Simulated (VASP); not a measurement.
# ZnO in VASP: further runs

Runs on ZnO. Level: PBEsol. Tasks: single point, relaxation of the atoms.

Everything below comes from runs of VASP 6.6.1. Logs are shortened: lines on timing, memory, paths and dates and some standing lists are left out, and cuts for length are marked.

### 1 Starting point

The cell holds a slab with vacuum, 8 atoms: a = 3.237 Å, b = 5.224 Å, c = 18.737 Å, α = 90.00°, β = 90.00°, γ = 90.00°.

### 2 Single point, PBEsol

Input file INCAR:

```
PREC = Accurate
ENCUT = 520
EDIFF = 1E-6
ISMEAR = 0
SIGMA = 0.03
LREAL = False
LASPH = True
NELM = 80
ALGO = Fast
ISIF = 2
LWAVE = False
LCHARG = False
LDIPOL = True
IDIPOL = 3
DIPOL = 0.5 0.5 0.500
GGA = PS
LVHAR = True
LVACPOTAV = True
ICORELEVEL = 1
KPAR = 2
```

Input file KPOINTS:

```
regular mesh
0
Gamma
  8 5 1
```

Input file POSCAR:

```
ZnO
1.0
    3.2367619000      0.0000000000      0.0000000000
    0.0000000000      5.2238640000      0.0000000000
    0.0000000000      0.0000000000     18.7374926500
Zn O
4 4
Direct
    0.9999995400      0.5000160000      0.4002670000
    0.5000005500      0.0000160000      0.4501335800
    0.4999995700      0.5000160000      0.5498664200
    0.0000005800      0.0000160000      0.5997330000
    0.9999995400      0.1209740000      0.4002670000
    0.5000005500      0.6209740000      0.4501335800
    0.4999995700      0.1209740000      0.5498664200
    0.0000005800      0.6209740000      0.5997330000
```

Potentials or basis: VASP PAW PBE potentials, release 64 (Zn, O).

Command:

```
$ cat potpaw_PBE.64/Zn/POTCAR potpaw_PBE.64/O/POTCAR > POTCAR
$ mpirun -np 2 vasp_std > vasp.out
```

OUTCAR:

```text
PREC = Accurate
   ENCUT = 520
   EDIFF = 1E-6
   ISMEAR = 0
   LREAL = False
   LASPH = True
   NELM = 80
   ISIF = 2
   GGA = PS

 ion  position               nearest neighbor table
   1  1.000  0.500  0.400-   6 1.97   6 1.97   5 1.98
   2  0.500  0.000  0.450-   7 1.97   5 1.97   5 1.97   6 1.98
   3  0.500  0.500  0.550-   6 1.97   8 1.97   8 1.97   7 1.98
   4  0.000  0.000  0.600-   7 1.97   7 1.97   8 1.98
   5  1.000  0.121  0.400-   2 1.97   2 1.97   1 1.98
   6  0.500  0.621  0.450-   3 1.97   1 1.97   1 1.97   2 1.98
   7  0.500  0.121  0.550-   2 1.97   4 1.97   4 1.97   3 1.98
   8  0.000  0.621  0.600-   3 1.97   3 1.97   4 1.98

  LATTYP: Found a simple orthorhombic cell.
 ALAT       =     3.2367619000
 B/A-ratio  =     1.6139166739
 C/A-ratio  =     5.7889623114

  Lattice vectors:

 A1 = (   3.2367619000,   0.0000000000,   0.0000000000)
 A2 = (   0.0000000000,   5.2238640000,   0.0000000000)
 A3 = (   0.0000000000,   0.0000000000,  18.7374926500)

Analysis of symmetry for initial positions (statically):
=====================================================================
 Subroutine PRICEL returns:
 Original cell was already a primitive cell.

 Routine SETGRP: Setting up the symmetry group for a
 simple orthorhombic supercell.

 Subroutine GETGRP returns: Found  4 space group operations
 (whereof  2 operations were pure point group operations)
 out of a pool of  8 trial point group operations.

The static configuration has the point symmetry C_1h.
 The point group associated with its full space group is C_2v.

Analysis of symmetry for dynamics (positions and initial velocities):
=====================================================================
 Subroutine PRICEL returns:
 Original cell was already a primitive cell.

 Routine SETGRP: Setting up the symmetry group for a
 simple orthorhombic supercell.

 Subroutine GETGRP returns: Found  4 space group operations
 (whereof  2 operations were pure point group operations)
 out of a pool of  8 trial point group operations.

The dynamic configuration has the point symmetry C_1h.
 The point group associated with its full space group is C_2v.

 Subroutine INISYM returns: Found  4 space group operations
 (whereof  2 operations are pure point group operations),
 and found     1 'primitive' translations

----------------------------------------------------------------------------------------

                                     Primitive cell

  volume of cell :     316.8211

  direct lattice vectors                    reciprocal lattice vectors
     3.236761900  0.000000000  0.000000000     0.308950745  0.000000000  0.000000000
     0.000000000  5.223864000  0.000000000     0.000000000  0.191429180  0.000000000
     0.000000000  0.000000000 18.737492650     0.000000000  0.000000000  0.053368934

  length of vectors
     3.236761900  5.223864000 18.737492650     0.308950745  0.191429180  0.053368934

  position of ions in fractional coordinates (direct lattice)
     0.999999540  0.500016000  0.400267000
     0.500000550  0.000016000  0.450133580
     0.499999570  0.500016000  0.549866420
     0.000000580  0.000016000  0.599733000
     0.999999540  0.120974000  0.400267000
     0.500000550  0.620974000  0.450133580
     0.499999570  0.120974000  0.549866420
     0.000000580  0.620974000  0.599733000

  ion indices of the primitive-cell ions
   primitive index   ion index
                 1           1
                 2           2
                 3           3
                 4           4
                 5           5
                 6           6
                 7           7
                 8           8

----------------------------------------------------------------------------------------

 KPOINTS: regular mesh

Automatic generation of k-mesh.
 Grid dimensions read from file:
 generate k-points for:    8    5    1

 Generating k-lattice:

  Cartesian coordinates                     Fractional coordinates (reciprocal lattice)
     0.038618843  0.000000000  0.000000000     0.125000000  0.000000000  0.000000000
     0.000000000  0.038285836  0.000000000     0.000000000  0.200000000  0.000000000
     0.000000000  0.000000000  0.053368934     0.000000000  0.000000000  1.000000000

  Length of vectors
     0.038618843  0.038285836  0.053368934

  Shift w.r.t. Gamma in fractional coordinates (k-lattice)
     0.000000000  0.000000000  0.000000000

 Subroutine IBZKPT returns following result:
 ===========================================

 Found     15 irreducible k-points:

 Following reciprocal coordinates:
            Coordinates               Weight
  0.000000  0.000000  0.000000      1.000000
  0.125000  0.000000  0.000000      2.000000
  0.250000  0.000000  0.000000      2.000000
  0.375000  0.000000  0.000000      2.000000
  0.500000  0.000000  0.000000      1.000000
  0.000000  0.200000  0.000000      2.000000
  0.125000  0.200000  0.000000      4.000000
  0.250000  0.200000  0.000000      4.000000
  0.375000  0.200000  0.000000      4.000000
  0.500000  0.200000  0.000000      2.000000
  0.000000  0.400000  0.000000      2.000000
  0.125000  0.400000  0.000000      4.000000
  0.250000  0.400000  0.000000      4.000000
  0.375000  0.400000  0.000000      4.000000
  0.500000  0.400000  0.000000      2.000000
   k-points           NKPTS =     15   k-points in BZ     NKDIM =     15   number of bands    NBANDS=     43
   number of dos      NEDOS =    301   number of ions     NIONS =      8
   total plane-waves  NPLWV = 134400
   dimension x,y,z NGX =    24 NGY =   40 NGZ =  140
   dimension x,y,z NGXF=    48 NGYF=   80 NGZF=  280
   ions per type =               4   4
   NGX,Y,Z   is equivalent  to a cutoff of  12.33, 12.73, 12.42 a.u.
   NGXF,Y,Z  is equivalent  to a cutoff of  24.65, 25.46, 24.84 a.u.
 SYSTEM =  unknown system
   PREC   = accura    normal or accurate (medium, high low for compatibility)
   ISTART =      0    job   : 0-new  1-cont  2-samecut
   ICHARG =      2    charge: 1-file 2-atom 10-const
   ISPIN  =      1    spin polarized calculation?
   LNONCOLLINEAR =      F non collinear calculations
   LSORBIT =      F    spin-orbit coupling
   LASPH  =      T    aspherical Exc in radial PAW
   ENCUT  =  520.0 eV  38.22 Ry    6.18 a.u.   6.02  9.71 34.84*2*pi/ulx,y,z
   NELM   =     80;   NELMIN=  2; NELMDL= -5     # of ELM steps
   EDIFF  = 0.1E-05   stopping-criterion for ELM
   LREAL  =      F    real-space projection
   EDIFFG = 0.1E-04   stopping-criterion for IOM
   NSW    =      0    number of steps for IOM
   IBRION =     -1    ionic relax: 0-MD 1-quasi-New 2-CG
   NFREE  =      0    steps in history (QN), initial steepest desc. (CG)
   ISIF   =      2    stress and relaxation
   ISYM   =      2    0-nonsym 1-usesym 2-fastsym
   POTIM  = 0.5000    time-step for ionic-motion
   TEBEG  =    0.0;   TEEND  =   0.0 temperature during run
   PSTRESS=    0.0 pullay stress
   NELECT =      72.0000    total number of electrons
   NUPDOWN=      -1.0000    fix difference up-down
   EMIN   =  10.00;   EMAX   =-10.00  energy-range for DOS
   EFERMI =   0.00;   METHOD = LEGACY
   ISMEAR =     0;   SIGMA  =   0.03  broadening in eV -4-tet -1-fermi 0-gaus
   EFERMI_NEDOS =   21; number of points for ismear=-14 and -15
   IALGO  =     68    algorithm
   IMIX   =      4    mixing-type and parameters
     AMIX     =   0.40;   BMIX     =  1.00
     AMIX_MAG =   1.60;   BMIX_MAG =  1.00
  volume/ion in A,a.u.               =      39.60       267.25
  Fermi-wavevector in a.u.,A,eV,Ry     =   0.999036  1.887904 13.579596  0.998072
  Thomas-Fermi vector in A             =   2.131299
   LORBIT       =      0    0 simple, 1 ext, 2 COOP (PROOUT), +10 PAW based schemes
   GGA     = PS    functional components
   LHFCALC =     F    Hartree Fock is set to
   AEXX    =    0.0000 exact exchange contribution
   IVDW    =     0    specifies the selected vdW correction
   LEPSILON=     F    determine dielectric tensor
   LRPA    =     F    only Hartree local field effects (RPA)
 non-spin polarized calculation
 RMM-DIIS sequential band-by-band and
 Gauss-broadening in eV      SIGMA  =   0.03
  energy-cutoff  :      520.00
  volume of cell :      316.82
 maximum number of plane-waves:      8580
   NGX = 13   NGY = 19   NGZ = 69

 dipolmoment           0.000000      0.000000      0.000000 electrons x Angstroem

 number of electron      72.0000049 magnetization

 dipolmoment           0.000000      0.000000     -0.000000 electrons x Angstroem

 Free energy of the ion-electron system (eV)
  ---------------------------------------------------
  ext. energy  EPLUGINS =         0.00000000
  ---------------------------------------------------
  free energy    TOTEN  =       -36.02631163 eV

  energy without entropy =      -36.02631163  energy(sigma->0) =      -36.02631163

 the core state eigenenergies are
   1-  1s  -9522.9391  2s  -1156.4172  2p  -1002.0698  3s   -127.7369  3p    -81.9185

   2-  1s  -9521.7338  2s  -1155.2571  2p  -1000.9032  3s   -126.6474  3p    -80.8330

   3-  1s  -9521.7338  2s  -1155.2571  2p  -1000.9032  3s   -126.6474  3p    -80.8330

   4-  1s  -9522.9391  2s  -1156.4172  2p  -1002.0698  3s   -127.7369  3p    -81.9185

   5-  1s   -508.0357
   6-  1s   -509.1828
   7-  1s   -509.1828
   8-  1s   -508.0357

 E-fermi :  -3.0753     XC(G=0):  -4.0717

 val. band max:       -3.2034381648   @ k =   0.0000   0.0000   0.0000
 cond. band min:      -2.6368460841   @ k =   0.0000   0.0000   0.0000
 fundamental gap:      0.5665920807
 Fermi energy:        -3.0752879836

 k-point     1 :       0.0000    0.0000    0.0000
  band No.  band energies     occupation
      1     -21.4509      2.00000
      2     -21.1399      2.00000
      3     -19.6908      2.00000
      4     -19.6257      2.00000
      5      -9.7271      2.00000
      6      -9.6662      2.00000
[... 35 lines left out ...]
     42       2.5304      0.00000
     43       4.3808      0.00000
[... 603 lines left out ...]
      3     -19.4621      2.00000
      4     -19.4582      2.00000
      5      -9.5582      2.00000
      6      -9.5379      2.00000
[... 35 lines left out ...]
     42       3.3288      0.00000
     43       4.6866      0.00000

------------------------ aborting loop because EDIFF is reached ----------------------------------------

  FORCE on cell =-STRESS in cart. coord.  units (eV):
  Direction    XX          YY          ZZ          XY          YZ          ZX
  --------------------------------------------------------------------------------------
  -------------------------------------------------------------------------------------
  Total       -2.6638136     -5.4444972     -1.8579867      0.0000000      0.0000000      0.0000000
  in kB      -13.4710151    -27.5330468     -9.3959152      0.0000000      0.0000000      0.0000000
  external PRESSURE =     -16.7999924 kB  Pullay stress =       0.0000000 kB

 VOLUME and BASIS-vectors are now :
 -----------------------------------------------------------------------------
  energy-cutoff  :      520.00
  volume of cell :      316.82
      direct lattice vectors                 reciprocal lattice vectors
     3.236761900  0.000000000  0.000000000     0.308950745  0.000000000  0.000000000
     0.000000000  5.223864000  0.000000000     0.000000000  0.191429180  0.000000000
     0.000000000  0.000000000 18.737492650     0.000000000  0.000000000  0.053368934

 POSITION                                       TOTAL-FORCE (eV/Angst)
 -----------------------------------------------------------------------------------
      3.23676      2.61202      7.50000         0.000000     -1.266289      1.286416
      1.61838      0.00008      8.43437         0.000000      0.497889     -0.970118
      1.61838      2.61202     10.30312         0.000000      0.497889      0.970118
      0.00000      0.00008     11.23749         0.000000     -1.266289     -1.286416
      3.23676      0.63195      7.50000         0.000000      0.672548      0.286768
      1.61838      3.24388      8.43437         0.000000      0.095852     -1.237003
      1.61838      0.63195     10.30312         0.000000      0.095852      1.237003
      0.00000      3.24388     11.23749         0.000000      0.672548     -0.286768
 -----------------------------------------------------------------------------------
    total drift:                               -0.000892      0.002690      0.000262

  FREE ENERGIE OF THE ION-ELECTRON SYSTEM (eV)
  ---------------------------------------------------
  free  energy   TOTEN  =       -36.0263116253 eV

  energy  without entropy=      -36.0263116253  energy(sigma->0) =      -36.02631163

 vacuum level on the upper side and lower side of the slab         1.907         1.907
```

Wall time 2.2 min (2 MPI ranks of Intel Xeon 6975P-C (Granite Rapids), shared host); peak memory 0.42 GiB.

Results:

* Free energy: -36.0263 eV
* Largest force: 1.805 eV/Å
* Band gap on the k mesh: 0.57 eV, direct
* Ionisation potential of the upper face: 5.11 eV

Forces in eV/Å, atoms in the order of the input:
```
Zn   0.000 -1.266  1.286
Zn   0.000  0.498 -0.970
Zn   0.000  0.498  0.970
Zn   0.000 -1.266 -1.286
O    0.000  0.673  0.287
O    0.000  0.096 -1.237
O    0.000  0.096  1.237
O    0.000  0.673 -0.287
```

Core levels (eV, on the scale of the bands):
```
atom                                                   levels
1 Zn  1s -9522.9, 2s -1156.4, 2p -1002.1, 3s -127.7, 3p -81.9
2 Zn  1s -9521.7, 2s -1155.3, 2p -1000.9, 3s -126.6, 3p -80.8
3 Zn  1s -9521.7, 2s -1155.3, 2p -1000.9, 3s -126.6, 3p -80.8
4 Zn  1s -9522.9, 2s -1156.4, 2p -1002.1, 3s -127.7, 3p -81.9
 5 O                                                1s -508.0
 6 O                                                1s -509.2
```

Caveat: the PAW data sets were made with another functional, which shifts forces and pressure a little. Expect the measured gap to be larger: semilocal functionals such as PBEsol lack the derivative discontinuity.

(Continued in part 2 of 2.)
